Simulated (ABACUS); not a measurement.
# K under changes of volume

One of the cells (78.519 Å³/atom); the others are scaled copies at fixed shape and fractional positions:

```xyz
1
Lattice="-2.6976 2.6976 2.6976 2.6976 -2.6976 2.6976 2.6976 2.6976 -2.6976" Properties=species:S:1:pos:R:3 pbc="T T T"
K     0.0000    0.0000    0.0000
```

```yaml
Program: ABACUS 3.10.1
Functional: HCTH407
Potentials_or_basis: PseudoDojo NC SR 0.5 PBE standard
Cutoff: 1007 eV
Density_cutoff: 4027 eV
Basis: plane waves
k_mesh: 6 × 6 × 6
Occupations: fermi-dirac, width 0.05 eV
Spin: no spin polarisation
```

| volume (Å³/atom) | energy over the lowest point (meV/atom) | pressure (GPa) |
| --- | --- | --- |
| 73.807 | ? | ? |
| 75.378 | 5.81 | 0.3 |
| 76.948 | 3.29 | 0.2 |
| 78.519 | 1.44 | 0.1 |
| 80.089 | 0.41 | 0.1 |
| 81.659 | 0.00 | 0.0 |
| 83.230 | 0.24 | -0.1 |

Problem. What does the run at 73.807 Å³/atom give?

Solution. Energy over the lowest point 9.30 meV/atom; pressure 0.4 GPa.

Worked out: A Birch-Murnaghan fit of order 3 (a polynomial in V^(-2/3)) to the other rows has its minimum at 81.83 Å³/atom with B0 = V·E''(V) = 3.4 GPa (rough, since the energies scatter). It gives 9.16 meV/atom at 73.807 Å³/atom, against the run's 9.30, and -dE/dV = 0.4 GPa, against 0.4.

Energies are extrapolated to zero smearing.

Caveats: the potentials were made for another functional, which shifts forces and pressure.
